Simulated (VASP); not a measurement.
Input of a VASP 6.6.1 run:

The input POSCAR:

```
AlRu
1.0
    2.9916000000      0.0000000000      0.0000000000
    0.0000000000      2.9916000000      0.0000000000
    0.0000000000      0.0000000000      2.9916000000
Ru Al
1 1
Direct
    0.5000000000      0.5000000000      0.5000000000
    0.0000000000      0.0000000000      0.0000000000
```

The input INCAR.step1:

```
  PREC = Accurate
  ENCUT = 520
  EDIFF = 1E-7
  ISMEAR = -1
  SIGMA = 0.05
  LREAL = F
  LASPH = T
  NELM = 80
  ALGO = Normal
  ISIF = 2
  LWAVE = F
  LCHARG = T
  LMAXMIX = 4
  GGA = AM
```

The input KPOINTS.step1:

```
Automatic mesh
0
Gamma
  9 9 9
```

The input INCAR.step2:

```
  PREC = Accurate
  ENCUT = 520
  EDIFF = 1E-7
  ISMEAR = 0
  SIGMA = 0.05
  LREAL = F
  LASPH = T
  NELM = 80
  ALGO = Normal
  ISIF = 2
  LWAVE = F
  LCHARG = F
  LMAXMIX = 4
  GGA = AM
  ICHARG = 11
```

KPOINTS.step2

```
path GXMGRX,MR
10
line-mode
reciprocal
 0.0000000000  0.0000000000  0.0000000000  G
 0.0000000000  0.5000000000  0.0000000000  X

 0.0000000000  0.5000000000  0.0000000000  X
 0.5000000000  0.5000000000  0.0000000000  M

 0.5000000000  0.5000000000  0.0000000000  M
 0.0000000000  0.0000000000  0.0000000000  G

 0.0000000000  0.0000000000  0.0000000000  G
 0.5000000000  0.5000000000  0.5000000000  R

 0.5000000000  0.5000000000  0.5000000000  R
 0.0000000000  0.5000000000  0.0000000000  X

 0.5000000000  0.5000000000  0.0000000000  M
 0.5000000000  0.5000000000  0.5000000000  R
```

Potentials or basis: VASP PAW PBE potentials, release 64 (Ru_pv, Al).

The run is started by

```bash
$ cat potpaw_PBE.64/Ru_pv/POTCAR potpaw_PBE.64/Al/POTCAR > POTCAR
$ cp INCAR.step1 INCAR
$ cp KPOINTS.step1 KPOINTS
$ mpirun -np 1 vasp_std > vasp.out
$ cp INCAR.step2 INCAR
$ cp KPOINTS.step2 KPOINTS
$ mpirun -np 1 vasp_std > vasp.out
```

Problem. Estimate the band gap along the path.

Solution. None (metal or under the smearing width).

Levels at the corners of the path, in eV from the Fermi level:
```tsv
point	band 5	band 6	band 7	band 8	band 9	band 10	band 11	band 12
Γ	-3.53	-3.53	0.25	0.25	0.25	6.16	6.16	6.16
X	-5.40	-2.72	-1.53	-1.53	0.50	2.34	7.48	11.08
X	-5.40	-2.72	-1.53	-1.53	0.50	2.34	7.48	11.08
M	-3.02	-1.31	-1.31	-1.10	-1.10	1.59	5.36	6.35
M	-3.02	-1.31	-1.31	-1.10	-1.10	1.59	5.36	6.35
Γ	-3.53	-3.53	0.25	0.25	0.25	6.16	6.16	6.16
Γ	-3.53	-3.53	0.25	0.25	0.25	6.16	6.16	6.16
R	-4.57	-4.57	1.68	1.68	2.73	4.17	4.17	4.17
R	-4.57	-4.57	1.68	1.68	2.73	4.17	4.17	4.17
X	-5.40	-2.72	-1.53	-1.53	0.50	2.34	7.48	11.08
M	-3.02	-1.31	-1.31	-1.10	-1.10	1.59	5.36	6.35
R	-4.57	-4.57	1.68	1.68	2.73	4.17	4.17	4.17
```

Caveat: the log is that of the step along the path at fixed density, whose energy, stress, charges and moments have no meaning.
